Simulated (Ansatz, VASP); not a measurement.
## One calculation of H6C2O, two programs

```
C O H
1.0
     7.96022    0.00000    0.00000
     0.00000    7.96022    0.00000
     0.00000    0.00000    7.96022
C O H
8 4 24
Direct
  0.88423 0.00065 0.45512
  0.92638 0.00373 0.64045
  0.55407 0.56475 0.10453
  0.71784 0.50293 0.18133
  0.25340 0.13689 0.96910
  0.12272 0.21218 0.08554
  0.27539 0.61310 0.56632
  0.12917 0.52645 0.65479
  0.86435 0.15832 0.71129
  0.71268 0.32263 0.20892
  0.95889 0.15460 0.03656
  0.09640 0.37220 0.57044
  0.89567 0.15763 0.83273
  0.86914 0.89522 0.70655
  0.06409 0.99581 0.65763
  0.93825 0.88932 0.39299
  0.74728 0.99940 0.43525
  0.93793 0.11250 0.39362
  0.71059 0.30310 0.32927
  0.82382 0.52789 0.09587
  0.74466 0.56676 0.30097
  0.56456 0.69932 0.07403
  0.52618 0.49576 0.98813
  0.44821 0.54797 0.19178
  0.87223 0.21271 0.10532
  0.14754 0.17481 0.21668
  0.12814 0.35071 0.08066
  0.37991 0.17421 0.00966
  0.24643 0.99892 0.97125
  0.23525 0.17994 0.83914
  0.00363 0.31164 0.62754
  0.16165 0.50451 0.78893
  0.01725 0.60940 0.65324
  0.30402 0.73533 0.62498
  0.38817 0.53333 0.57223
  0.24463 0.63436 0.43287
```

Alike in both runs: functional PBE; dispersion D3(BJ); k mesh 1 × 1 × 1; occupations fermi-dirac, width 0.02 eV; no spin polarisation.

Ansatz relaxed the structure, and its values are those at the end. VASP's run is a single point on that final structure, the one shown.

|  | VASP | Ansatz |
| --- | --- | --- |
| version | VASP 6.6.1 | Ansatz 0.2.0 |
| potentials or method | VASP PAW PBE potentials, release 64 (C, O, H) | scalar-relativistic, plane waves, PAW |
| plane-wave cutoff (eV) | 520 | 420 |
| valence electrons in the cell | 80 | 80 |

Ansatz gave:

| Item | Value |
| --- | --- |
| rms of the force components (eV/Å) | 0.060 |
| dispersion energy (meV/atom) | -29.5 |

**Question.** Estimate VASP's values.

**Answer.** rms of the force components (eV/Å): 0.055; dispersion energy (meV/atom): -29.5.
